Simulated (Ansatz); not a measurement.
# InSb: the cost of one run

Computed with Ansatz 0.2.0 (DFT PBE, scalar-relativistic, plane waves, PAW, unless a step's input says otherwise).

3 further runs of the same task are left out: 1 that didn't finish, 2 set aside as unsound or not needed.

### Step 1. The system as given

The structure is cubic, space group F-43m (No. 216). Conventional cell: a = 6.637 Å, b = 6.637 Å, c = 6.637 Å, α = 90.00°, β = 90.00°, γ = 90.00°. In (site symmetry -43m) has 4 Sb at 2.87 Å as nearest neighbours. Around Sb (site symmetry -43m) lie 4 In at 2.87 Å.

Coordinates:

```
In Sb
1.0
     0.00000    3.31857    3.31857
     3.31857    0.00000    3.31857
     3.31857    3.31857    0.00000
In Sb
1 1
Direct
  0.00000 0.00000 0.00000
  0.75000 0.75000 0.75000
```

This cell was relaxed beforehand with the same method: volume 36.55 Å³/atom, gap on the mesh none (metal).

### Step 2. The cell under 20 GPa

What is minimised here is the enthalpy; the energy can go up as the cell is squeezed.

input.yaml reads:

```yaml
crystal:
  lattice:
    - [0.0, 3.3185740816, 3.3185740816]
    - [3.3185740816, 0.0, 3.3185740816]
    - [3.3185740816, 3.3185740816, 0.0]
  atoms:
    - { symbol: In, position: [0.0, 0.0, 0.0] }
    - { symbol: Sb, position: [0.75, 0.75, 0.75] }
basis:
  ecutwfc: 420
kpoints:
  mp_grid: { grid: [12, 12, 12] }
hamiltonian:
  xc: pbe
scf:
  occupations: { method: fermi_dirac, width: 0.15 }
output:
  forces: true
  stress: true
  eigenvalues: true
relax:
  adjacent_minimum: "off"
  f_tol: 0.001
  max_steps: 60
  cell: { stress_tol: 0.02, p_target: 20.0 }
```

Run with:

```console
> ansatz run input.yaml --threads 1 --pin off --max-ram 3072MiB --backend cpu --events-out ev --progress --plain --runs-dir out
```

What time and memory should one allow on 1 thread of Intel Xeon at 2.50GHz (Skylake/Cascade Lake), shared host?

About 4.1 min, with a peak of 0.46 GiB.
